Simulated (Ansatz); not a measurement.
# GaN (F-43m) in Ansatz: notebook

One crystal, GaN, is run at these levels: m-r2SCAN; tasks: single point, equation of state.

Program: Ansatz 0.2.0. These are calculated values, not measurements. Logs are shortened: lines on timing, memory, paths and dates and some standing lists are left out, and cuts for length are marked.

**1. Starting point**

The structure is cubic, space group F-43m (No. 216). The conventional cell has a = 4.507 Å, b = 4.507 Å, c = 4.507 Å, α = 90.00°, β = 90.00°, γ = 90.00°. Around Ga (site symmetry -43m) lie 4 N at 1.95 Å. N (site symmetry -43m) has 4 Ga at 1.95 Å as nearest neighbours.

The cell is a database's computed one.

**2. Single point, m-r2SCAN, 10.76 Å³/atom (volume scaled by 0.94)**

The input, input.yaml:

```yaml
crystal:
  lattice:
    - [0.0, 2.2074978911, 2.2074978911]
    - [2.2074978911, 0.0, 2.2074978911]
    - [2.2074978911, 2.2074978911, 0.0]
  atoms:
    - { symbol: Ga, position: [0.0, 0.0, 0.0] }
    - { symbol: "N", position: [0.25, 0.25, 0.25] }
hamiltonian:
  xc: mr2scan
  pseudopotentials: { kind: paw }
kpoints:
  mp_grid: { grid: [10, 10, 10] }
scf:
  occupations: { method: fermi_dirac, width: 0.05 }
output:
  forces: true
  stress: true
  eigenvalues: true
  write_density: true
  write_potential: true
  elf: true
  volumetric_format: npy
```

Potentials or basis: Ansatz PAW.

Run with:

```sh
$ ansatz run input.yaml --threads 2 --pin off --max-ram 5120MiB --backend cpu --events-out ev --progress --plain --runs-dir out
```

The program printed:

```text
Warning: RAYON_NUM_THREADS=2 ignored (pool sized by the plan → 2); use --threads N
Engine: ansatz 0.2.0, x86_64-unknown-linux-gnu
Pseudopotentials: kind: paw
Pseudopotential: Ga, paw, valence charge 13, recommended cutoff 500 eV (meta_gga), Ga.paw.azcp
Pseudopotential: N, paw, valence charge 5, recommended cutoff 500 eV (meta_gga), N.paw.azcp
Functional definition: m-r2SCAN
  exchange = m_r2scan_x
  correlation = m_r2scan_c
Crystal: 2 atoms, lattice volume = 21.514 Å³
Basis set: ecut = 500 eV, 537 PW (Γ), exchange–correlation on 96×96×96 points (64 copies of the dense FFT grid, shifted against one another)
Bands: 13, of which v1, the nominal top of the filled ones, is band 9 counted from 1 (8 counted from 0)
Symmetry: 24 space group operations
Space group: F-43m (ITA 216), of the structure as read, at distance tolerance 2.8e-5 Å
k-points: 47 of 1000 (time reversal used)
Non-local potential: Ga, projectors of the file, l = 0: 2, l = 1: 2, l = 2: 3, l = 3: 1
Non-local potential: N, projectors of the file, l = 0: 2, l = 1: 2, l = 2: 1
PAW form: soft (Blöchl's): semilocal exchange-correlation on the pseudo side does not see the compensation charge
PAW frozen core: Ga, regenerated for the run's functional (the file was generated under x = pbe(κ = 0.804, μ = 0.2195149727645171), c = pbe(β = 0.06672455060314922))
PAW frozen core: N, regenerated for the run's functional (the file was generated under x = pbe(κ = 0.804, μ = 0.2195149727645171), c = pbe(β = 0.06672455060314922))
PAW one-centre angular grid: Ga, 590 points (default); XC on 160 Gauss nodes
PAW one-centre angular grid: N, 302 points (default); XC on 160 Gauss nodes
Initial density: superposition of atomic densities (neutral atoms: chi_scale 0, normalization atom), corrected by the library's trained network
Initial wavefunctions: pseudopotential atomic-orbital guess
Functional: x = mr2scan, c = mr2scan; τ floored in thin density (d = 2e-4 eV/Å³)
SCF iter   1: F=—  HF=-4176.290806 eV  |F-HF|=—  |Δ(HF+E_count)|=         —  Δρ=1.28e-2  dr2=1.40e-2  dr2_τ=1.14e-1  ethr=1.77e-3  ⟨swp⟩=4.8  Hψ=3100  notcnv=0
preconditioner: auto → none  [insulator: Δε(μ)=2.509 eV  Ē_g=20.391 eV  σ=0.050 eV  W_gap=1.00  n_scr=8 (ndim 8)  ℏωp=34.0 eV  f_vac=0.000  D(μ)=0.00/eV (n_scr^D=0)  ε∞_Penn≈3.8]
SCF iter   2: F=—  HF=-4176.327603 eV  |F-HF|=—  |Δ(HF+E_count)|=   3.68e-2  Δρ=4.70e-3  dr2=2.96e-3  dr2_τ=1.14e-4  ethr=7.79e-5  ⟨swp⟩=2.0  Hψ=1598  notcnv=0
SCF iter   3: F=—  HF=-4176.327649 eV  |F-HF|=—  |Δ(HF+E_count)|=   4.57e-5  Δρ=3.25e-3  dr2=7.25e-4  dr2_τ=6.06e-5  ethr=1.65e-5  ⟨swp⟩=2.0  Hψ=1153  notcnv=0
SCF iter   4: F=—  HF=-4176.327754 eV  |F-HF|=—  |Δ(HF+E_count)|=   1.05e-4  Δρ=9.37e-4  dr2=1.30e-4  dr2_τ=2.93e-5  ethr=4.03e-6  ⟨swp⟩=2.3  Hψ=836  notcnv=0
SCF iter   5: F=—  HF=-4176.327744 eV  |F-HF|=—  |Δ(HF+E_count)|=   1.02e-5  Δρ=1.26e-4  dr2=3.25e-6  dr2_τ=2.78e-7  ethr=7.21e-7  ⟨swp⟩=2.1  Hψ=848  notcnv=0
SCF iter   6: F=—  HF=-4176.327742 eV  |F-HF|=—  |Δ(HF+E_count)|=   2.28e-6  Δρ=1.15e-4  dr2=2.61e-6  dr2_τ=1.49e-7  ethr=1.80e-8  ⟨swp⟩=2.0  Hψ=1034  notcnv=0
SCF iter   7: F=—  HF=-4176.327742 eV  |F-HF|=—  |Δ(HF+E_count)|=   2.81e-7  Δρ=6.86e-5  dr2=9.44e-7  dr2_τ=1.00e-8  ethr=1.45e-8  ⟨swp⟩=1.0  Hψ=611  notcnv=0
SCF iter   8: F=-4176.327741 eV  HF=-4176.327741 eV  |F-HF|=4.21e-8  |Δ(HF+E_count)|=   1.67e-7  Δρ=1.81e-5  dr2=6.85e-8  dr2_τ=5.98e-10  ethr=5.56e-10  ⟨swp⟩=5.9  Hψ=3317  notcnv=0
SCF 1 converged in 8 iterations: F = -4176.327741 eV  dr2 = 6.85e-8
SCF converged after 8 iterations
Free energy (F): -4176.327741 eV
Harris-Foulkes:  -4176.327741 eV  (|F-HF|=4.21e-8)
Internal energy: -4176.327741 eV  (E = F + TS)
E sigma→0 (E₀):  -4176.327741 eV
Fermi energy:    11.658389 eV
--- Per-component energies (eV) ---
  E_band       = -1.092453
  E_kinetic    = 249.567336
  E_local      = -1904.472524  (includes V_loc(G=0)·N_el)
  E_nonlocal   = 476.548745
  E_hartree    = 882.945670
  E_xc         = -122.717269
  E_vxc        = -144.944252  (∫ρ·V_xc dr)
  E_paw        = -2137.001059  (= ΣΔE_a)
  E_vpaw       = -451.576011  (= ΣTr[D̂ρ^β])
  E_aug_tail   = -0.000014  (compensation charges beyond the density's cutoff)
  E_vtau       = 7.896380  (kinetic-family band-sum trace: ∫τ·v_τ [+ j·A + Jᵃ·Aᵃ] dr)
  E_ewald      = -1620.515991
  E_core_change = -0.682634  (= ΣΔE_core)
  E_smearing   = -0.000000  (= −TS)
  E_closure    = 0.000000  (closes the sum)
  Σ components = -4176.327741   (vs F -4176.327741, Δ=0.00e0)
--- Forces (eV/Å), atoms counted from 1 ---
  atom   1  Ga     0.00000000    -0.00000000    -0.00000000
  atom   2  N     -0.00000000     0.00000000     0.00000000
  max |Σ_I F_I| component: 1.97e-17 eV/Å
--- Stress (GPa, compression-positive) ---
       12.366593      -0.000000      -0.000000
        0.000000      12.366593       0.000000
       -0.000000       0.000000      12.366593
  P = ⅓ Tr σ = 12.3666 GPa (123.666 kbar)
--- Band table (eV; the first three rows and the last of 47) ---
  k-point 0: bands = ["-6.9366", "-3.6147", "-3.6147", "-3.6147", "-3.2015", "-3.2015", "10.3453", "10.3453", "10.3453", "12.8886", "21.7801", "21.7801", "21.7801"]
  k-point 1: bands = ["-6.8141", "-3.5980", "-3.5980", "-3.5767", "-3.2030", "-3.2030", "9.2639", "10.2270", "10.2270", "13.7056", "21.2796", "21.9626", "21.9626"]
  k-point 2: bands = ["-6.4961", "-3.5586", "-3.5586", "-3.4189", "-3.2018", "-3.2018", "7.3189", "9.9356", "9.9356", "14.8590", "20.4806", "22.2330", "22.2330"]
  k-point 46: bands = ["-5.5498", "-3.4331", "-3.3734", "-3.2145", "-3.1718", "-1.3525", "4.2749", "6.3822", "6.4166", "16.7916", "19.8808", "22.3071", "22.6403"]
```

Wall time 1.4 s (2 threads of INTEL XEON PLATINUM 8581C at 2.30GHz (Emerald Rapids), shared host); peak memory 0.42 GiB.

Results:

* Free energy: -4176.3277 eV
* Pressure: 12.4 GPa
* Band gap on the k mesh: 2.54 eV, direct

Caveat: the PAW data sets come from PBE, with cores solved anew for the run's functional, which leaves a small shift of forces and pressure.

**3. Single point, m-r2SCAN, 10.99 Å³/atom (volume scaled by 0.96)**

The input, input.yaml:

```yaml
crystal:
  lattice:
    - [0.0, 2.2230441631, 2.2230441631]
    - [2.2230441631, 0.0, 2.2230441631]
    - [2.2230441631, 2.2230441631, 0.0]
  atoms:
    - { symbol: Ga, position: [0.0, 0.0, 0.0] }
    - { symbol: "N", position: [0.25, 0.25, 0.25] }
hamiltonian:
  xc: mr2scan
  pseudopotentials: { kind: paw }
kpoints:
  mp_grid: { grid: [10, 10, 10] }
scf:
  occupations: { method: fermi_dirac, width: 0.05 }
output:
  forces: true
  stress: true
  eigenvalues: true
```

Potentials or basis: Ansatz PAW.

Run with:

```sh
$ ansatz run input.yaml --threads 2 --pin off --max-ram 5120MiB --backend cpu --events-out ev --progress --plain --runs-dir out
```

It took 1.1 s on 2 threads of INTEL XEON PLATINUM 8581C at 2.30GHz (Emerald Rapids), shared host; peak memory 0.42 GiB.

The run converged. Its results:

* Free energy: -4176.3558 eV
* Pressure: 7.4 GPa
* Band gap on the k mesh: 2.40 eV, direct

Caveat: the PAW data sets come from PBE, with cores solved anew for the run's functional, which leaves a small shift of forces and pressure.

**4. Single point, m-r2SCAN, 11.21 Å³/atom (volume scaled by 0.98)**

Edit input.yaml of step 3 so:

```diff
@@ -2,5 +2,5 @@
   lattice:
-    - [0.0, 2.2230441631, 2.2230441631]
-    - [2.2230441631, 0.0, 2.2230441631]
-    - [2.2230441631, 2.2230441631, 0.0]
+    - [0.0, 2.2383759866, 2.2383759866]
+    - [2.2383759866, 0.0, 2.2383759866]
+    - [2.2383759866, 2.2383759866, 0.0]
   atoms:
```

Run with:

```sh
$ ansatz run input.yaml --threads 2 --pin off --max-ram 5120MiB --backend cpu --events-out ev --progress --plain --runs-dir out
```

It took 1.2 s on 2 threads of INTEL XEON PLATINUM 8581C at 2.30GHz (Emerald Rapids), shared host; peak memory 0.42 GiB.

The run converged. Its results:

```yaml
Free_energy: -4176.3703 eV
Pressure: 2.9 GPa
Band_gap_on_the_k_mesh: 2.26 eV, direct
```

Caveat: the PAW data sets come from PBE, with cores solved anew for the run's functional, which leaves a small shift of forces and pressure.

**5. Single point, m-r2SCAN, 11.44 Å³/atom**

Edit input.yaml of step 4 so:

```diff
@@ -2,5 +2,5 @@
   lattice:
-    - [0.0, 2.2383759866, 2.2383759866]
-    - [2.2383759866, 0.0, 2.2383759866]
-    - [2.2383759866, 2.2383759866, 0.0]
+    - [0.0, 2.2535006075, 2.2535006075]
+    - [2.2535006075, 0.0, 2.2535006075]
+    - [2.2535006075, 2.2535006075, 0.0]
   atoms:
```

Run with:

```sh
$ ansatz run input.yaml --threads 2 --pin off --max-ram 5120MiB --backend cpu --events-out ev --progress --plain --runs-dir out
```

Run time: 1 s. Hardware: 2 threads of INTEL XEON PLATINUM 8581C at 2.30GHz (Emerald Rapids), shared host; peak memory 0.42 GiB.

The run converged. Its results:

* Free energy: -4176.3726 eV
* Pressure: -1.2 GPa
* Band gap on the k mesh: 2.13 eV, direct

Caveat: the PAW data sets come from PBE, with cores solved anew for the run's functional, which leaves a small shift of forces and pressure.

**6. Single point, m-r2SCAN, 11.67 Å³/atom (volume scaled by 1.02)**

Edit input.yaml of step 5 so:

```diff
@@ -2,5 +2,5 @@
   lattice:
-    - [0.0, 2.2535006075, 2.2535006075]
-    - [2.2535006075, 0.0, 2.2535006075]
-    - [2.2535006075, 2.2535006075, 0.0]
+    - [0.0, 2.2684248875, 2.2684248875]
+    - [2.2684248875, 0.0, 2.2684248875]
+    - [2.2684248875, 2.2684248875, 0.0]
   atoms:
@@ -19 +19,5 @@
   eigenvalues: true
+  write_density: true
+  write_potential: true
+  elf: true
+  volumetric_format: npy
```

Potentials or basis: Ansatz PAW.

Run with:

```sh
$ ansatz run input.yaml --threads 2 --pin off --max-ram 5120MiB --backend cpu --events-out ev --progress --plain --runs-dir out
```

Run time: 1.3 s. Hardware: 2 threads of INTEL XEON PLATINUM 8581C at 2.30GHz (Emerald Rapids), shared host; peak memory 0.43 GiB.

The run converged. Its results:

| Item | Value |
| --- | --- |
| Free energy | -4176.3640 eV |
| Pressure | -4.8 GPa |
| Band gap on the k mesh | 1.99 eV, direct |

Caveat: the PAW data sets come from PBE, with cores solved anew for the run's functional, which leaves a small shift of forces and pressure.

**7. Single point, m-r2SCAN, 11.90 Å³/atom (volume scaled by 1.04)**

The input, input.yaml:

```yaml
crystal:
  lattice:
    - [0.0, 2.283155332, 2.283155332]
    - [2.283155332, 0.0, 2.283155332]
    - [2.283155332, 2.283155332, 0.0]
  atoms:
    - { symbol: Ga, position: [0.0, 0.0, 0.0] }
    - { symbol: "N", position: [0.25, 0.25, 0.25] }
hamiltonian:
  xc: mr2scan
  pseudopotentials: { kind: paw }
kpoints:
  mp_grid: { grid: [10, 10, 10] }
scf:
  occupations: { method: fermi_dirac, width: 0.05 }
output:
  forces: true
  stress: true
  eigenvalues: true
```

Run with:

```sh
$ ansatz run input.yaml --threads 2 --pin off --max-ram 5120MiB --backend cpu --events-out ev --progress --plain --runs-dir out
```

Run time: 1.1 s. Hardware: 2 threads of INTEL XEON PLATINUM 8581C at 2.30GHz (Emerald Rapids), shared host; peak memory 0.42 GiB.

Results (log left out):

```
Free energy            : -4176.3455 eV
Pressure               : -8.1 GPa
Band gap on the k mesh : 1.86 eV, direct
```

Caveat: the PAW data sets come from PBE, with cores solved anew for the run's functional, which leaves a small shift of forces and pressure.

**8. Single point, m-r2SCAN, 12.13 Å³/atom (volume scaled by 1.06)**

Edit input.yaml of step 7 so:

```diff
@@ -2,5 +2,5 @@
   lattice:
-    - [0.0, 2.283155332, 2.283155332]
-    - [2.283155332, 0.0, 2.283155332]
-    - [2.283155332, 2.283155332, 0.0]
+    - [0.0, 2.2976981147, 2.2976981147]
+    - [2.2976981147, 0.0, 2.2976981147]
+    - [2.2976981147, 2.2976981147, 0.0]
   atoms:
```

Run with:

```sh
$ ansatz run input.yaml --threads 2 --pin off --max-ram 5120MiB --backend cpu --events-out ev --progress --plain --runs-dir out
```

Wall time 1.1 s (2 threads of INTEL XEON PLATINUM 8581C at 2.30GHz (Emerald Rapids), shared host); peak memory 0.42 GiB.

Results (log left out):

| Property | Result |
| --- | --- |
| Free energy | -4176.3182 eV |
| Pressure | -11.0 GPa |
| Band gap on the k mesh | 1.74 eV, direct |

Caveat: the PAW data sets come from PBE, with cores solved anew for the run's functional, which leaves a small shift of forces and pressure.

**9. Equation of state, m-r2SCAN**

Potentials or basis: Ansatz PAW.

This step only gathers the single runs of the series.

Results:

```yaml
Equilibrium_volume: 11.37 Å³/atom
Bulk_modulus: 196 GPa
Pressure_derivative_of_the_bulk_modulus: 4.4
```

Energy against volume, from the lowest point:
| volume (Å³/atom) | energy (meV/atom) |
| --- | --- |
| 10.757 | 22.43 |
| 10.986 | 8.39 |
| 11.215 | 1.15 |
| 11.444 | 0.00 |
| 11.673 | 4.32 |
| 11.902 | 13.57 |
| 12.131 | 27.21 |

Caveat: the PAW data sets were made with another functional, which shifts forces and pressure a little.
